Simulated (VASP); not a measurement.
# MoS2 (P6_3/mmc) in VASP: single point with r2SCAN

Aim: the single point of MoS2 with r2SCAN.

Program: VASP 6.6.1. These are calculated values, not measurements. Logs are shortened: lines on timing, memory, paths and dates and some standing lists are left out, and cuts for length are marked.

### 1 The cell of the first run

Symmetry: P6_3/mmc, No. 194, hexagonal system. The conventional cell has a = 3.184 Å, b = 3.184 Å, c = 12.984 Å, α = 90.00°, β = 90.00°, γ = 120.00°. Mo (site symmetry -6m2) is surrounded by 6 S at 2.41 Å. S (site symmetry 3m) is surrounded by 3 Mo at 2.41 Å.

### 2 Single point, r2SCAN (relaxed again under DFT r2SCAN, scalar-relativistic, plane waves, PAW)

Input file POSCAR:

```
MoS2
1.0
    3.1843431647      0.0000000000      0.0000000000
   -1.5921715824      2.7577220749      0.0000000000
    0.0000000000      0.0000000000     12.9835438472
Mo S
2 4
Direct
    0.3333333333      0.6666666667      0.2500000000
    0.6666666667      0.3333333333      0.7500000000
    0.3333333333      0.6666666667      0.6304223290
    0.6666666667      0.3333333333      0.1304223290
    0.3333333333      0.6666666667      0.8695776710
    0.6666666667      0.3333333333      0.3695776710
```

Input file INCAR.step1:

```
  PREC = Accurate
  ENCUT = 520
  ISMEAR = 0
  SIGMA = 0.02
  LREAL = F
  LASPH = T
  NELM = 100
  NBANDS = 35
  GGA = PE
  ALGO = Normal
  EDIFF = 1E-4
  LWAVE = T
  LCHARG = F
```

Input file INCAR.step2:

```
  PREC = Accurate
  ENCUT = 520
  EDIFF = 1E-6
  ISMEAR = 0
  SIGMA = 0.02
  LREAL = F
  LASPH = T
  NELM = 100
  ALGO = Normal
  ISIF = 2
  LWAVE = F
  LCHARG = F
  METAGGA = R2SCAN
  LMIXTAU = T
  NBANDS = 35
  ISTART = 1
```

Input file KPOINTS:

```
regular mesh
0
Gamma
  12 12 4
```

Potentials or basis: VASP PAW PBE potentials, release 64 (Mo_sv, S).

Launch:

```console
$ cat potpaw_PBE.64/Mo_sv/POTCAR potpaw_PBE.64/S/POTCAR > POTCAR
$ cp INCAR.step1 INCAR
$ mpirun -np 1 vasp_std > vasp.out
$ cp INCAR.step2 INCAR
$ mpirun -np 1 vasp_std > vasp.out
```

OUTCAR:

```text
PREC = Accurate
   ENCUT = 520
   EDIFF = 1E-6
   ISMEAR = 0
   LREAL = F
   LASPH = T
   NELM = 100
   ISIF = 2
   METAGGA = R2SCAN
   ISTART = 1

 ion  position               nearest neighbor table
   1  0.333  0.667  0.250-   4 2.41   6 2.41   4 2.41   6 2.41   4 2.41   6 2.41
   2  0.667  0.333  0.750-   3 2.41   5 2.41   3 2.41   5 2.41   3 2.41   5 2.41
   3  0.333  0.667  0.630-   2 2.41   2 2.41   2 2.41
   4  0.667  0.333  0.130-   1 2.41   1 2.41   1 2.41
   5  0.333  0.667  0.870-   2 2.41   2 2.41   2 2.41
   6  0.667  0.333  0.370-   1 2.41   1 2.41   1 2.41

  LATTYP: Found a hexagonal cell.
 ALAT       =     3.1843431647
 C/A-ratio  =     4.0773067398

  Lattice vectors:

 A1 = (   3.1843431647,   0.0000000000,   0.0000000000)
 A2 = (  -1.5921715824,   2.7577220749,   0.0000000000)
 A3 = (   0.0000000000,   0.0000000000,  12.9835438472)

Analysis of symmetry for initial positions (statically):
=====================================================================
 Subroutine PRICEL returns:
 Original cell was already a primitive cell.

 Routine SETGRP: Setting up the symmetry group for a
 hexagonal supercell.

 Subroutine GETGRP returns: Found 24 space group operations
 (whereof 12 operations were pure point group operations)
 out of a pool of 24 trial point group operations.

The static configuration has the point symmetry D_3d.
 The point group associated with its full space group is D_6h.

Analysis of symmetry for dynamics (positions and initial velocities):
=====================================================================
 Subroutine PRICEL returns:
 Original cell was already a primitive cell.

 Routine SETGRP: Setting up the symmetry group for a
 hexagonal supercell.

 Subroutine GETGRP returns: Found 24 space group operations
 (whereof 12 operations were pure point group operations)
 out of a pool of 24 trial point group operations.

The dynamic configuration has the point symmetry D_3d.
 The point group associated with its full space group is D_6h.

 Subroutine INISYM returns: Found 24 space group operations
 (whereof 12 operations are pure point group operations),
 and found     1 'primitive' translations

----------------------------------------------------------------------------------------

                                     Primitive cell

  volume of cell :     114.0154

  direct lattice vectors                    reciprocal lattice vectors
     3.184343165  0.000000000  0.000000000     0.314036506  0.181309061  0.000000000
    -1.592171582  2.757722075  0.000000000     0.000000000  0.362618122  0.000000000
     0.000000000  0.000000000 12.983543847     0.000000000  0.000000000  0.077020574

  length of vectors
     3.184343165  3.184343165 12.983543847     0.362618122  0.362618122  0.077020574

  position of ions in fractional coordinates (direct lattice)
     0.333333333  0.666666667  0.250000000
     0.666666667  0.333333333  0.750000000
     0.333333333  0.666666667  0.630422329
     0.666666667  0.333333333  0.130422329
     0.333333333  0.666666667  0.869577671
     0.666666667  0.333333333  0.369577671

  ion indices of the primitive-cell ions
   primitive index   ion index
                 1           1
                 2           2
                 3           3
                 4           4
                 5           5
                 6           6

----------------------------------------------------------------------------------------

 KPOINTS: regular mesh

Automatic generation of k-mesh.
 Grid dimensions read from file:
 generate k-points for:   12   12    4

 Generating k-lattice:

  Cartesian coordinates                     Fractional coordinates (reciprocal lattice)
     0.026169709  0.015109088  0.000000000     0.083333333  0.000000000  0.000000000
     0.000000000  0.030218177  0.000000000     0.000000000  0.083333333  0.000000000
     0.000000000  0.000000000  0.019255144     0.000000000  0.000000000  0.250000000

  Length of vectors
     0.030218177  0.030218177  0.019255144

  Shift w.r.t. Gamma in fractional coordinates (k-lattice)
     0.000000000  0.000000000  0.000000000

 Subroutine IBZKPT returns following result:
 ===========================================

 Found     57 irreducible k-points:

 Following reciprocal coordinates:
            Coordinates               Weight
  0.000000  0.000000  0.000000      1.000000
  0.083333  0.000000  0.000000      6.000000
  0.166667  0.000000  0.000000      6.000000
  0.250000  0.000000  0.000000      6.000000
  0.333333  0.000000  0.000000      6.000000
  0.416667  0.000000  0.000000      6.000000
[... 16 lines left out ...]
  0.250000  0.000000  0.250000     12.000000
  0.333333  0.000000  0.250000     12.000000
 [... further k-points ...]
   k-points           NKPTS =     57   k-points in BZ     NKDIM =     57   number of bands    NBANDS=     35
   number of dos      NEDOS =    301   number of ions     NIONS =      6
   total plane-waves  NPLWV =  56448
   dimension x,y,z NGX =    24 NGY =   24 NGZ =   98
   dimension x,y,z NGXF=    48 NGYF=   48 NGZF=  196
   ions per type =               2   4
   NGX,Y,Z   is equivalent  to a cutoff of  12.53, 12.53, 12.55 a.u.
   NGXF,Y,Z  is equivalent  to a cutoff of  25.06, 25.06, 25.10 a.u.
 SYSTEM =  unknown system
   PREC   = accura    normal or accurate (medium, high low for compatibility)
   ISTART =      1    job   : 0-new  1-cont  2-samecut
   ICHARG =      0    charge: 1-file 2-atom 10-const
   ISPIN  =      1    spin polarized calculation?
   LNONCOLLINEAR =      F non collinear calculations
   LSORBIT =      F    spin-orbit coupling
   LASPH  =      T    aspherical Exc in radial PAW
   ENCUT  =  520.0 eV  38.22 Ry    6.18 a.u.   5.92  5.92 24.14*2*pi/ulx,y,z
   NELM   =    100;   NELMIN=  2; NELMDL=  0     # of ELM steps
   EDIFF  = 0.1E-05   stopping-criterion for ELM
   LREAL  =      F    real-space projection
   EDIFFG = 0.1E-04   stopping-criterion for IOM
   NSW    =      0    number of steps for IOM
   IBRION =     -1    ionic relax: 0-MD 1-quasi-New 2-CG
   NFREE  =      0    steps in history (QN), initial steepest desc. (CG)
   ISIF   =      2    stress and relaxation
   ISYM   =      2    0-nonsym 1-usesym 2-fastsym
   POTIM  = 0.5000    time-step for ionic-motion
   TEBEG  =    0.0;   TEEND  =   0.0 temperature during run
   PSTRESS=    0.0 pullay stress
   NELECT =      52.0000    total number of electrons
   NUPDOWN=      -1.0000    fix difference up-down
   EMIN   =  10.00;   EMAX   =-10.00  energy-range for DOS
   EFERMI =   0.00;   METHOD = LEGACY
   ISMEAR =     0;   SIGMA  =   0.02  broadening in eV -4-tet -1-fermi 0-gaus
   EFERMI_NEDOS =   21; number of points for ismear=-14 and -15
   IALGO  =     38    algorithm
   IMIX   =      4    mixing-type and parameters
     AMIX     =   0.40;   BMIX     =  1.00
     AMIX_MAG =   1.60;   BMIX_MAG =  1.00
  volume/ion in A,a.u.               =      19.00       128.24
  Fermi-wavevector in a.u.,A,eV,Ry     =   1.260148  2.381334 21.605670  1.587972
  Thomas-Fermi vector in A             =   2.393672
   LORBIT       =      0    0 simple, 1 ext, 2 COOP (PROOUT), +10 PAW based schemes
   METAGGA = R2SCAN    functional components
   LHFCALC =     F    Hartree Fock is set to
   AEXX    =    0.0000 exact exchange contribution
   IVDW    =     0    specifies the selected vdW correction
   LEPSILON=     F    determine dielectric tensor
   LRPA    =     F    only Hartree local field effects (RPA)
 non-spin polarized calculation
 Gauss-broadening in eV      SIGMA  =   0.02
  energy-cutoff  :      520.00
  volume of cell :      114.02
 maximum number of plane-waves:      3095
 NGX is ok and might be reduce to    24
   NGX = 11   NGY = 11   NGZ = 49

 number of electron      52.0000000 magnetization

 Free energy of the ion-electron system (eV)
  ---------------------------------------------------
  ext. energy  EPLUGINS =         0.00000000
  ---------------------------------------------------
  free energy    TOTEN  =       -90.08509905 eV

  energy without entropy =      -90.08509905  energy(sigma->0) =      -90.08509905

 E-fermi :   6.5966     XC(G=0): -11.0428

 val. band max:        6.4750396908   @ k =   0.0000   0.0000   0.0000
 cond. band min:       7.6530039873   @ k =   0.3333   0.3333   0.0000
 fundamental gap:      1.1779642965
 Fermi energy:         6.5965698767

 k-point     1 :       0.0000    0.0000    0.0000
  band No.  band energies     occupation
      1     -56.8973      2.00000
      2     -56.8973      2.00000
      3     -30.3095      2.00000
      4     -30.3095      2.00000
      5     -30.1013      2.00000
      6     -30.1013      2.00000
[... 27 lines left out ...]
     34       9.1444      0.00000
     35      12.5772      0.00000

 k-point     2 :       0.0833    0.0000    0.0000
  band No.  band energies     occupation
      1     -56.8946      2.00000
      2     -56.8946      2.00000
      3     -30.3040      2.00000
      4     -30.3040      2.00000
      5     -30.1287      2.00000
      6     -30.1287      2.00000
[... 27 lines left out ...]
     34       9.0490      0.00000
     35      13.0701      0.00000

 k-point     3 :       0.1667    0.0000    0.0000
  band No.  band energies     occupation
      1     -56.8870      2.00000
      2     -56.8870      2.00000
      3     -30.2890      2.00000
      4     -30.2889      2.00000
      5     -30.2030      2.00000
      6     -30.2030      2.00000
[... 27 lines left out ...]
     34       9.5008      0.00000
     35      14.0218      0.00000
[... 723 lines left out ...]
 k-point    23 :       0.2500    0.0000    0.2500
  band No.  band energies     occupation
      1     -56.8767      2.00000
      2     -56.8767      2.00000
      3     -30.3031      2.00000
      4     -30.3031      2.00000
      5     -30.2683      2.00000
      6     -30.2683      2.00000
[... 27 lines left out ...]
     34       9.9602      0.00000
     35      14.3715      0.00000

 k-point    24 :       0.3333    0.0000    0.2500
  band No.  band energies     occupation
      1     -56.8664      2.00000
      2     -56.8664      2.00000
      3     -30.4018      2.00000
      4     -30.4018      2.00000
      5     -30.2476      2.00000
      6     -30.2476      2.00000
[... 27 lines left out ...]
     34      10.3094      0.00000
     35      13.8240      0.00000

 [... further k-points ...]

------------------------ aborting loop because EDIFF is reached ----------------------------------------

  FORCE on cell =-STRESS in cart. coord.  units (eV):
  Direction    XX          YY          ZZ          XY          YZ          ZX
  --------------------------------------------------------------------------------------
  -------------------------------------------------------------------------------------
  Total        0.0609529      0.0609529      0.0150514     -0.0000000     -0.0000000      0.0000000
  in kB        0.8565274      0.8565274      0.2115071     -0.0000000     -0.0000000      0.0000000
  external PRESSURE =       0.6415207 kB  Pullay stress =       0.0000000 kB

 VOLUME and BASIS-vectors are now :
 -----------------------------------------------------------------------------
  energy-cutoff  :      520.00
  volume of cell :      114.02
      direct lattice vectors                 reciprocal lattice vectors
     3.184343165  0.000000000  0.000000000     0.314036506  0.181309061  0.000000000
    -1.592171582  2.757722075  0.000000000     0.000000000  0.362618122  0.000000000
     0.000000000  0.000000000 12.983543847     0.000000000  0.000000000  0.077020574

 POSITION                                       TOTAL-FORCE (eV/Angst)
 -----------------------------------------------------------------------------------
     -0.00000      1.83848      3.24589        -0.000000     -0.000000      0.000000
      1.59217      0.91924      9.73766         0.000000      0.000000      0.000000
     -0.00000      1.83848      8.18512        -0.000000     -0.000000     -0.006072
      1.59217      0.91924      1.69334         0.000000     -0.000000     -0.006072
     -0.00000      1.83848     11.29020        -0.000000      0.000000      0.006072
      1.59217      0.91924      4.79843         0.000000     -0.000000      0.006072
 -----------------------------------------------------------------------------------
    total drift:                                0.000000     -0.000000      0.000000

  FREE ENERGIE OF THE ION-ELECTRON SYSTEM (eV)
  ---------------------------------------------------
  free  energy   TOTEN  =       -90.0850990481 eV

  energy  without entropy=      -90.0850990481  energy(sigma->0) =      -90.08509905
```

It took 6.2 min on 1 thread of Intel Xeon Platinum 8488C (Sapphire Rapids), shared host; peak memory 0.35 GiB.

Results:

* Free energy: -90.0851 eV
* Pressure: 0.1 GPa
* Largest force: 0.006 eV/Å
* Band gap on the k mesh: 1.18 eV, indirect (least direct gap 1.73 eV)

Forces on the atoms (eV/Å):
```
Mo   0.000  0.000  0.000
Mo   0.000  0.000  0.000
S    0.000  0.000 -0.006
S    0.000  0.000 -0.006
S    0.000  0.000  0.006
S    0.000  0.000  0.006
```

Levels at points of the mesh, in eV from the valence-band top:
| k point | band 22 | band 23 | band 24 | band 25 | band 26 | band 27 | band 28 | band 29 | band 30 | band 31 |
| --- | --- | --- | --- | --- | --- | --- | --- | --- | --- | --- |
| (0.00, 0.00, 0.00) | -2.21 | -2.21 | -1.54 | -0.89 | 0.00 | 2.36 | 2.36 | 2.38 | 2.38 | 2.59 |
| (0.50, 0.00, 0.00) | -2.50 | -1.73 | -1.64 | -1.25 | -1.19 | 1.80 | 1.82 | 2.25 | 2.42 | 3.35 |
| (0.00, 0.00, 0.50) | -2.22 | -2.22 | -2.22 | -0.28 | -0.28 | 2.37 | 2.37 | 2.37 | 2.37 | 2.63 |
| (0.50, 0.00, 0.50) | -2.57 | -1.69 | -1.69 | -1.22 | -1.22 | 1.81 | 1.81 | 2.34 | 2.34 | 3.62 |

Caveat: the PAW data sets were made with another functional, which shifts forces and pressure a little.
